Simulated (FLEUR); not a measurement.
# Pt (Fm-3m) in FLEUR: notebook

The runs below take Pt through band structure, equation of state, with LDA.

All numbers are computed with FLEUR MaX-R8.1 (later development tree); they aren't measurements. Logs are shortened: lines on timing, memory, paths and dates and some standing lists are left out, and cuts for length are marked.

**1. Starting point**

Symmetry: Fm-3m, No. 225, cubic system. Conventional cell: a = 3.922 Å, b = 3.922 Å, c = 3.922 Å, α = 90.00°, β = 90.00°, γ = 90.00°. Pt (site symmetry m-3m) is surrounded by 12 Pt at 2.77 Å.

**2. Band structure, LDA**

inp.xml

```xml
<?xml version="1.0" encoding="UTF-8" standalone="no"?>
<fleurInput fleurInputVersion="0.39">
   <comment>
      Pt                                                                                                  
   </comment>
   <calculationSetup>
      <cutoffs Kmax="4.1" Gmax="12.7" GmaxXC="12.7" numbands="0"/>
      <scfLoop itmax="60" minDistance="0.00001" maxIterBroyd="15" imix="Anderson" alpha="0.05" precondParam="0.0" spinf="2.0" sdNocoIR="T"/>
      <coreElectrons ctail="T" frcor="F" kcrel="0" coretail_lmax="0"/>
      <xcFunctional name="vwn" relativisticCorrections="F"/>
      <magnetism jspins="1"/>
      <soc l_soc="F" theta="0.0" phi="0.0" spav="F"/>
      <expertModes spex="0" secvar="F"/>
      <geometryOptimization l_f="F" forcealpha="1.0" forcemix="BFGS" epsdisp="0.00001" epsforce="0.00001"/>
      <ldaU l_linMix="F" mixParam="0.05" spinf="1.0"/>
   </calculationSetup>
   <cell>
      <bzIntegration valenceElectrons="18.0" mode="hist" fermiSmearingEnergy="0.00183747">
         <kPointListSelection listName="default-1"/>
         <!-- k-points included here -->
         <xi:include xmlns:xi="http://www.w3.org/2001/XInclude" href="kpts.xml"> </xi:include>
      </bzIntegration>
      <!-- symmetry operations included here -->
      <xi:include xmlns:xi="http://www.w3.org/2001/XInclude" href="sym.xml"> </xi:include>
      <bulkLattice scale="1.0">
         <bravaisMatrix>
            <row-1>    0.0000000000000000     3.7055639577281401     3.7055639577281401</row-1>
            <row-2>    3.7055639577281401     0.0000000000000000     3.7055639577281401</row-2>
            <row-3>    3.7055639577281401     3.7055639577281401     0.0000000000000000</row-3>
         </bravaisMatrix>
      </bulkLattice>
   </cell>
   <atomSpecies>
      <species name="Platinum (Pt)" element="Pt" atomicNumber="78">
         <mtSphere radius="2.43" gridPoints="803" logIncrement="0.017"/>
         <atomicCutoffs lmax="10" lnonsphr="10"/>
         <electronConfig flipSpins="F">
            <coreConfig>(1s1/2) (2s1/2) (2p1/2) (2p3/2) (3s1/2) (3p1/2) (3p3/2) (4s1/2) (3d3/2) (3d5/2) (4p1/2) (4p3/2) (4d3/2) (4d5/2) (4f5/2) (4f7/2)</coreConfig>
            <valenceConfig>(5s1/2) (5p1/2) (5p3/2) (6s1/2) (5d3/2) (5d5/2)</valenceConfig>
            <stateOccupation state="(6s1/2)" spinUp="0.500000" spinDown="0.500000"/>
            <stateOccupation state="(5d3/2)" spinUp="1.800000" spinDown="1.800000"/>
            <stateOccupation state="(5d5/2)" spinUp="2.700000" spinDown="2.700000"/>
         </electronConfig>
         <energyParameters s="6" p="6" d="5" f="5"/>
         <lo type="SCLO" l="0" n="5" eDeriv="0"/>
         <lo type="SCLO" l="1" n="5" eDeriv="0"/>
         <lo type="SCLO" l="1" n="5" eDeriv="1"/>
         <lo type="SCLO" l="2" n="5" eDeriv="2"/>
         <lo type="SCLO" l="3" n="5" eDeriv="2"/>
      </species>
   </atomSpecies>
   <atomGroups>
      <atomGroup species="Platinum (Pt)">
         <relPos label="                   1">.0000000000 .0000000000 .0000000000</relPos>
         <force calculate="T" relaxXYZ="TTT"/>
      </atomGroup>
   </atomGroups>
   <output dos="F" band="F" slice="F">
      <checks vchk="F" cdinf="F"/>
      <bandDOS minEnergy="-.5*Htr" maxEnergy="0.5*Htr" sigma="0.015" storeEVData="T"/>
      <vacuumDOS vacdos="F" integ="F" star="F" nstars="0" locx1="0.0" locy1="0.0" locx2="0.0" locy2="0.0" nstm="0" tworkf="0.0"/>
      <unfoldingBand unfoldBand="F" supercellX="1" supercellY="1" supercellZ="1"/>
      <plotting iplot="0" polar="F">
         <plot TwoD="T" vec1="  1.0  0.0  0.0" vec2="  0.0  1.0  0.0" vec3="  0.0  0.0  1.0" zero="  0.0  0.0  0.0" file="plot"/>
      </plotting>
      <chargeDensitySlicing numkpt="0" minEigenval="0.0" maxEigenval="0.0" nnne="0" pallst="F"/>
      <specialOutput eonly="F"/>
      <moessbauerParams electricFieldGradient="T" isomerShift="T" coreHyperfine="T" valenceHyperfine="T"/>
      <magneticCircularDichroism mcd="F" energyLo="-10.0" energyUp="0.0"/>
   </output>
  <!-- We include the file relax.xml here to enable relaxations (see documentation) -->
  <xi:include xmlns:xi="http://www.w3.org/2001/XInclude" href="relax.xml"> <xi:fallback/> </xi:include>
</fleurInput>
```

crystal.txt

```
Pt
&input cartesian=F /
0.0000000000  1.9609000000  1.9609000000
1.9609000000  0.0000000000  1.9609000000
1.9609000000  1.9609000000  0.0000000000
1.8897261246
1.0 1.0 1.0

1
78 0.0000000000  0.0000000000  0.0000000000

&kpt div1=12 div2=12 div3=12 gamma=T /
```

inp.xml (bands)

```
<?xml version="1.0" encoding="UTF-8" standalone="no"?>
<fleurInput fleurInputVersion="0.39">
   <comment>
      Pt                                                                                                  
   </comment>
   <calculationSetup>
      <cutoffs Kmax="4.1" Gmax="12.7" GmaxXC="12.7" numbands="0"/>
      <scfLoop itmax="60" minDistance="0.00001" maxIterBroyd="15" imix="Anderson" alpha="0.05" precondParam="0.0" spinf="2.0" sdNocoIR="T"/>
      <coreElectrons ctail="T" frcor="F" kcrel="0" coretail_lmax="0"/>
      <xcFunctional name="vwn" relativisticCorrections="F"/>
      <magnetism jspins="1"/>
      <soc l_soc="F" theta="0.0" phi="0.0" spav="F"/>
      <expertModes spex="0" secvar="F"/>
      <geometryOptimization l_f="F" forcealpha="1.0" forcemix="BFGS" epsdisp="0.00001" epsforce="0.00001"/>
      <ldaU l_linMix="F" mixParam="0.05" spinf="1.0"/>
   </calculationSetup>
   <cell>
      <bzIntegration valenceElectrons="18.0" mode="hist" fermiSmearingEnergy="0.00183747">
         <kPointListSelection listName="path-1"/>
         <!-- k-points included here -->
         <xi:include xmlns:xi="http://www.w3.org/2001/XInclude" href="kpts.xml"> </xi:include>
      </bzIntegration>
      <!-- symmetry operations included here -->
      <xi:include xmlns:xi="http://www.w3.org/2001/XInclude" href="sym.xml"> </xi:include>
      <bulkLattice scale="1.0">
         <bravaisMatrix>
            <row-1>    0.0000000000000000     3.7055639577281401     3.7055639577281401</row-1>
            <row-2>    3.7055639577281401     0.0000000000000000     3.7055639577281401</row-2>
            <row-3>    3.7055639577281401     3.7055639577281401     0.0000000000000000</row-3>
         </bravaisMatrix>
      </bulkLattice>
   </cell>
   <atomSpecies>
      <species name="Platinum (Pt)" element="Pt" atomicNumber="78">
         <mtSphere radius="2.43" gridPoints="803" logIncrement="0.017"/>
         <atomicCutoffs lmax="10" lnonsphr="10"/>
         <electronConfig flipSpins="F">
            <coreConfig>(1s1/2) (2s1/2) (2p1/2) (2p3/2) (3s1/2) (3p1/2) (3p3/2) (4s1/2) (3d3/2) (3d5/2) (4p1/2) (4p3/2) (4d3/2) (4d5/2) (4f5/2) (4f7/2)</coreConfig>
            <valenceConfig>(5s1/2) (5p1/2) (5p3/2) (6s1/2) (5d3/2) (5d5/2)</valenceConfig>
            <stateOccupation state="(6s1/2)" spinUp="0.500000" spinDown="0.500000"/>
            <stateOccupation state="(5d3/2)" spinUp="1.800000" spinDown="1.800000"/>
            <stateOccupation state="(5d5/2)" spinUp="2.700000" spinDown="2.700000"/>
         </electronConfig>
         <energyParameters s="6" p="6" d="5" f="5"/>
         <lo type="SCLO" l="0" n="5" eDeriv="0"/>
         <lo type="SCLO" l="1" n="5" eDeriv="0"/>
         <lo type="SCLO" l="1" n="5" eDeriv="1"/>
         <lo type="SCLO" l="2" n="5" eDeriv="2"/>
         <lo type="SCLO" l="3" n="5" eDeriv="2"/>
      </species>
   </atomSpecies>
   <atomGroups>
      <atomGroup species="Platinum (Pt)">
         <relPos label="                   1">.0000000000 .0000000000 .0000000000</relPos>
         <force calculate="T" relaxXYZ="TTT"/>
      </atomGroup>
   </atomGroups>
   <output dos="F" band="T" slice="F">
      <checks vchk="F" cdinf="F"/>
      <bandDOS minEnergy="-.5*Htr" maxEnergy="0.5*Htr" sigma="0.015" storeEVData="T"/>
      <vacuumDOS vacdos="F" integ="F" star="F" nstars="0" locx1="0.0" locy1="0.0" locx2="0.0" locy2="0.0" nstm="0" tworkf="0.0"/>
      <unfoldingBand unfoldBand="F" supercellX="1" supercellY="1" supercellZ="1"/>
      <plotting iplot="0" polar="F">
         <plot TwoD="T" vec1="  1.0  0.0  0.0" vec2="  0.0  1.0  0.0" vec3="  0.0  0.0  1.0" zero="  0.0  0.0  0.0" file="plot"/>
      </plotting>
      <chargeDensitySlicing numkpt="0" minEigenval="0.0" maxEigenval="0.0" nnne="0" pallst="F"/>
      <specialOutput eonly="F"/>
      <moessbauerParams electricFieldGradient="T" isomerShift="T" coreHyperfine="T" valenceHyperfine="T"/>
      <magneticCircularDichroism mcd="F" energyLo="-10.0" energyUp="0.0"/>
   </output>
  <!-- We include the file relax.xml here to enable relaxations (see documentation) -->
  <xi:include xmlns:xi="http://www.w3.org/2001/XInclude" href="relax.xml"> <xi:fallback/> </xi:include>
</fleurInput>
```

Potentials or basis: all-electron, FLAPW.

The run is started by

```
> inpgen -f crystal.txt -profile fastHighL
> # inp.xml edited to the form shown
> fleur_MPI
> fleur_MPI   # second run, on inp.xml (bands)
```

The program printed:

```text
Welcome to FLEUR        (www.flapw.de)
      MaX-Release 8.1          (www.max-centre.eu)

 ========== k-point set info ==========
 Selected k-point list: default-1
 k-point list type: mesh
 12 x 12 x 12
 Number of k points: 72

 ------------Calculation Setup---------------------------
 Number of MPI-tasks      :            1
 Number of PE/node        :            1
 Number of OMP-threads    :            1
 Most efficient MPI parallelization for:
           1           2           3           4           6           8           9          12          18          24          36          72
 Additional eigenvalue parallelization possible
 Number of basis functions:          162
 Approximate size of matrices (H+S) per k-point:         0.000 GB
 --------------------------------------------------------
 Iteration:     1   Distance:      18.22831793 me/bohr^3
 Iteration:     2   Distance:      16.36345062 me/bohr^3
 Iteration:     3   Distance:       7.01724361 me/bohr^3
 Iteration:     4   Distance:       3.43415250 me/bohr^3
 Iteration:     5   Distance:       3.36936035 me/bohr^3
 Iteration:     6   Distance:       0.20121376 me/bohr^3
 Iteration:     7   Distance:       0.23040707 me/bohr^3
 Iteration:     8   Distance:       0.01810749 me/bohr^3
 Iteration:     9   Distance:       0.01809868 me/bohr^3
 Iteration:    10   Distance:       0.00173718 me/bohr^3
 Iteration:    11   Distance:       0.00007234 me/bohr^3
 Iteration:    12   Distance:       0.00004728 me/bohr^3
 Iteration:    13   Distance:       0.00000057 me/bohr^3

 ********************************************************************
 Run finished successfully
 Stop message:
   all done
 ********************************************************************
```

output (bands):

```text
Welcome to FLEUR        (www.flapw.de)
      MaX-Release 8.1          (www.max-centre.eu)

 ========== k-point set info ==========
 Selected k-point list: path-1
 k-point list type: path
 Number of k points: 60

 ------------Calculation Setup---------------------------
 Number of MPI-tasks      :            1
 Number of PE/node        :            1
 Number of OMP-threads    :            1
 Most efficient MPI parallelization for:
           1           2           3           4           5           6          10          12          15          20          30          60
 Additional eigenvalue parallelization possible
 Number of basis functions:          160
 Approximate size of matrices (H+S) per k-point:         0.000 GB
 --------------------------------------------------------
 Fermi energy correction for metals:
 Fermi energy in bands.* files may not be consistent with last density.
 Please correct it manually (e.g. in band.gnu file).

 Note: Band structure data (together with different weights) is also stored in the banddos.hdf file.
       A convenient way of extracting and plotting the data from that file is by making use of the

 ********************************************************************
 Run finished successfully
 Stop message:
   Charge density postprocessing done.
 ********************************************************************
```

out.xml (last iteration):

```text
<iteration numberForCurrentRun="   13" overallNumber="   13">
         <energyParameters units="Htr">
            <atomicEP atomType="1" spin="1" branch="6s" branchLowest="-3.07" branchHighest="1.86" value="0.3373252399"/>
            <atomicEP atomType="1" spin="1" branch="6p" branchLowest="-1.36" branchHighest="2.84" value="0.5002386827"/>
            <atomicEP atomType="1" spin="1" branch="5d" branchLowest="-10.58" branchHighest="0.71" value="0.4271375314"/>
            <atomicEP atomType="1" spin="1" branch="5f" branchLowest="-1.92" branchHighest="2.81" value="0.7888895733"/>
            <loAtomicEP atomType="1" spin="1" branch="5s" branchLowest="-24.79" branchHighest="-3.07" value="-3.0795266589"/>
            <loAtomicEP atomType="1" spin="1" branch="5p" branchLowest="-18.36" branchHighest="-1.36" value="-1.4323221686"/>
            <loAtomicEP atomType="1" spin="1" branch="5p" branchLowest="-18.36" branchHighest="-1.36" value="-1.4323221686"/>
            <loAtomicEP atomType="1" spin="1" branch="5d" branchLowest="-10.58" branchHighest="0.71" value="0.4131490429"/>
            <loAtomicEP atomType="1" spin="1" branch="5f" branchLowest="-1.92" branchHighest="2.81" value="0.7888811780"/>
         </energyParameters>
         <eigenvalues>
            <eigenvaluesAt spin="1" ikpt="1" k_x="0.00000000" k_y="0.00000000" k_z="0.00000000">
                      -3.0807223316       -1.3836889199       -1.3836889199       -1.3836889199        0.1651679183
                       0.4037683338        0.4037683338        0.4037683338        0.4844847967        0.4844847967
                       1.0810663970        1.2609814891        1.2609814891        1.2609814891        1.4611408127
            </eigenvaluesAt>
            <eigenvaluesAt spin="1" ikpt="2" k_x="0.00000000" k_y="0.00000000" k_z="0.08333333">
                      -3.0806420294       -1.3848925067       -1.3838626071       -1.3838626071        0.1754306604
                       0.3993144759        0.4077532989        0.4077532989        0.4823208030        0.4823208030
                       1.0967240671        1.2132161308        1.2765994791        1.2765994791        1.5100826399
            </eigenvaluesAt>
            <eigenvaluesAt spin="1" ikpt="3" k_x="0.00000000" k_y="0.00000000" k_z="0.16666667">
                      -3.0804211446       -1.3881548758       -1.3843336030       -1.3843336030        0.2038715710
                       0.3904454884        0.4159276011        0.4159276011        0.4805344980        0.4805344980
                       1.1271784552        1.1332802585        1.3200383591        1.3200383591        1.4566686330
            </eigenvaluesAt>
[... 37 lines left out ...]
         </allElectronCharges>
         <moessbauerParams unitsHFF="kG" unitsIS="e/bohr^3" unitsEFG="Htr/bohr^2">
            <coreIsomerShift atomType="1" isTotal="2117330.81847">
               <shell n="1" l="0" isomerShift="1757605.16081"/>
               <shell n="2" l="0" isomerShift="261064.73152"/>
               <shell n="2" l="1" isomerShift="18205.04981"/>
               <shell n="3" l="0" isomerShift="59535.89888"/>
               <shell n="3" l="1" isomerShift="4653.36976"/>
               <shell n="4" l="0" isomerShift="15105.65374"/>
               <shell n="3" l="2" isomerShift="0.00190"/>
               <shell n="4" l="1" isomerShift="1160.95155"/>
               <shell n="4" l="2" isomerShift="0.00050"/>
               <shell n="4" l="3" isomerShift="0.00000"/>
            </coreIsomerShift>
            <isomerShift atomType="1" nucleusRadius="0.0001370" averageDensity="2120415.19458"/>
            <electricFieldGradient atomType="1" VXX="0.00000" VYY="0.00000" VZZ="0.00000" asymParam="0.00000">
            </electricFieldGradient>
         </moessbauerParams>
         <totalEnergy                                    value="   -18436.4858504729" units="Htr">
            <sumOfEigenvalues                            value="   -11310.9110534919">
               <coreElectrons value="-11300.5027490701"/>
               <valenceElectrons value="-10.4083044218"/>
            </sumOfEigenvalues>
            <densityCoulombPotentialIntegral value="-31943.4534314790"/>
            <densityEffectivePotentialIntegral value="-32404.1116922875"/>
            <chargeDenXCDenIntegral value="-347.0065095244"/>
            <FockExchangeEnergyValence value="0.0000000000"/>
            <FockExchangeEnergyCore value="0.0000000000"/>
            <atomTypeDependentContributions atomType="1">
               <electronNucleiInteractionDifferentMTs value="23163.1099347424"/>
               <MadelungTerm value="-47.8433292621"/>
            </atomTypeDependentContributions>
            <tkbTimesEntropy value="0.0005700492"/>
            <freeEnergy value="-18436.4864205221"/>
            <extrapolationTo0K value="-18436.4861354975"/>
         </totalEnergy>
         <densityConvergence units="me/bohr^3">
            <chargeDensity spin="1" distance="0.0000005681"/>
         </densityConvergence>
      </iteration>
```

Wall time 13 s (1 thread of Arm Neoverse V1, shared host); peak memory 0.05 GiB.

What came out:

```yaml
Free_energy: -501682.3530 eV
Band_gap_along_the_path: none (metal or under the smearing width)
Valence_electrons_inside_the_program's_atomic_spheres: Pt 16.27 (radii Pt 2.43 bohr)
```

Levels at the corners of the path, in eV from the Fermi level:
```
point  band 7  band 8  band 9  band 10  band 11  band 12
    Γ   -3.84   -3.84   -1.65    -1.65    14.59    19.48
    X    0.01    0.48    0.48     1.71     8.77    11.30
    W   -4.61   -2.04    0.48     6.98     8.23     8.23
    K   -2.91   -1.33   -0.19     5.61     6.69    10.08
    Γ   -3.84   -3.84   -1.65    -1.65    14.59    19.48
    L   -3.90   -0.54    0.03     0.03     5.75    14.16
    U   -2.91   -1.33   -0.19     5.61     6.69    10.08
    W   -4.61   -2.04    0.48     6.98     8.23     8.23
    L   -3.90   -0.54    0.03     0.03     5.75    14.16
    K   -2.91   -1.33   -0.19     5.61     6.69    10.08
    U   -2.91   -1.33   -0.19     5.61     6.69    10.08
    X    0.01    0.48    0.48     1.71     8.77    11.30
```

Core levels (eV from the Fermi level):
```csv
atom,levels
1 Pt,"1s1/2 -78248.9, 2s1/2 -13734.6, 2p1/2 -13166.3, 2p3/2 -11438.9, 3s1/2 -3223.2, 3p1/2 -2967.8, 3p3/2 -2588.2, 4s1/2 -689.5, 3d3/2 -2162.0, 3d5/2 -2080.1, 4p1/2 -581.2, 4p3/2 -490.6, 4d3/2 -313.1, 4d5/2 -296.2, 4f5/2 -69.1, 4f7/2 -65.7"
```

Caveat: spin-orbit coupling is left out, which moves the levels of the heavy elements.

(Continued in part 2 of 2.)
